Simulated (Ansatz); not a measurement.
# KCl (Fm-3m): G0W0 against its settings

KCl (started from an entry of an open crystallographic database), relaxed with r2SCAN; one-shot G0W0 in Ansatz without spin-orbit coupling. No spin polarisation and no zero-point or thermal motion.

```cif
data_structure
_symmetry_space_group_name_H-M 'P 1'
_symmetry_Int_Tables_number 1
_cell_length_a 4.4475
_cell_length_b 4.4475
_cell_length_c 4.4475
_cell_angle_alpha 60.000
_cell_angle_beta 60.000
_cell_angle_gamma 60.000
_cell_volume 62.21
loop_
_atom_site_label
_atom_site_type_symbol
_atom_site_fract_x
_atom_site_fract_y
_atom_site_fract_z
_atom_site_occupancy
K1 K 0.00000 0.00000 0.00000 1
Cl1 Cl 0.50000 0.50000 0.50000 1
```

Gaps are read over the mesh points alone. G0W0 here is at a finite number of bands, screening cutoff and k mesh, not at the basis limit.

| start | potentials | frequency model | mesh | empty bands | screening cutoff (eV) | Kohn-Sham gap (eV) | G0W0 gap (eV) | rough cost |
| --- | --- | --- | --- | --- | --- | --- | --- | --- |
| PBE | PAW | contour deformation | 4×4×4 | 101 | 80 | 5.19 | 7.74 | 14 core-seconds |
| PBE | PAW | contour deformation | 4×4×4 | 233 | 140 | 5.19 | 7.93 | 50 core-seconds |
| PBE | PAW | contour deformation | 4×4×4 | 429 | 210 | 5.19 | 8.03 | 2.7 core-minutes |
| HSE06 | PAW | contour deformation | 4×4×4 | 233 | 140 | 6.51 | 8.55 | 2.7 core-minutes |
| LDA | PAW | contour deformation | 4×4×4 | 233 | 140 | 4.75 | 7.76 | 50 core-seconds |
| r2SCAN | PAW | contour deformation | 4×4×4 | 233 | 140 | 5.83 | 8.29 | 70 core-seconds |
| PBE | PAW | Godby-Needs pole | 4×4×4 | 233 | 140 | 5.19 | 7.92 | 80 core-seconds |
| PBE | PAW | contour deformation | 6×6×6 | 101 | 80 | 5.19 | 7.74 | 90 core-seconds |
| PBE | norm-conserving | contour deformation | 4×4×4 | 233 | 140 | 5.19 | 7.94 | 80 core-seconds |

Over the mesh points the PBE gap of 5.19 eV becomes a quasiparticle gap of 8.03 eV (direct at Γ), a change of +2.84 eV. Renormalisation factors Z lie between 0.80 and 0.87.

Raising bands and cutoff together moves the gap by +0.19 eV (80 to 140 eV), then +0.10 eV (140 to 210 eV); the last step is still large, so the basis limit isn't reached. Starting from HSE06 (6.51 eV against PBE's 5.19 eV) gives 8.55 eV, +0.62 eV from G0W0@PBE at the same screening cutoff. Starting from LDA (4.75 eV against PBE's 5.19 eV) gives 7.76 eV, -0.17 eV from G0W0@PBE at the same screening cutoff. Starting from r2SCAN (5.83 eV against PBE's 5.19 eV) gives 8.29 eV, +0.36 eV from G0W0@PBE at the same screening cutoff. The Godby-Needs plasmon pole differs from contour deformation by -0.01 eV. A 6×6×6 mesh in place of 4×4×4 changes the opening over PBE by -0.01 eV (the gap on the mesh by 0.00 eV). Norm-conserving potentials (wave cutoff 850 eV against 420 eV) shift the quasiparticle gap by +0.01 eV and the PBE gap by 0.00 eV. r2SCAN runs take a wave cutoff of 500 eV.
